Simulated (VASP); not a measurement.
The system is Hf.

```
Hf
1.0
     0.00000    2.23527    2.23527
     2.23527    0.00000    2.23527
     2.23527    2.23527    0.00000
Hf
1
Direct
  0.00000 0.00000 0.00000
```

This isn't the form of Hf at room conditions, which is hcp.

* Program: VASP 6.6.1
* Task: relaxation of cell and atoms
* Functional: RPBE
* Potentials or basis: VASP PAW PBE potentials, release 64 (Hf_pv)
* Cutoff: 600 eV
* k mesh: 16 × 16 × 16
* Occupations: gaussian, width 0.1 eV
* Spin: no spin polarisation

At the start: pressure 3.4 GPa; volume 22.34 Å³/atom.

Task: Where does the relaxation end?

Result: Over 3 steps the energy falls by 8.1 meV/atom and the volume is 23.11 Å³/atom (+3.5 %); space group Fm-3m (No. 225, to 0.05 Å).

Step by step:
| step | energy change (eV) | largest force (eV/Å) | pressure (GPa) | volume (Å³) |
| --- | --- | --- | --- | --- |
| 1 | 0.0000 | 0.0000 | 3.44 | 22.34 |
| 2 | 0.0002 | 0.0000 | -3.16 | 23.92 |
| 3 | -0.0081 | 0.0000 | -0.01 | 23.11 |

Final structure:
```cif
data_structure
_symmetry_space_group_name_H-M 'P 1'
_symmetry_Int_Tables_number 1
_cell_length_a 3.1973
_cell_length_b 3.1973
_cell_length_c 3.1973
_cell_angle_alpha 60.000
_cell_angle_beta 60.000
_cell_angle_gamma 60.000
_cell_volume 23.11
loop_
_atom_site_label
_atom_site_type_symbol
_atom_site_fract_x
_atom_site_fract_y
_atom_site_fract_z
_atom_site_occupancy
Hf1 Hf 0.00000 0.00000 0.00000 1
```

Caveat: the PAW data sets were made with another functional, which shifts forces and pressure a little.
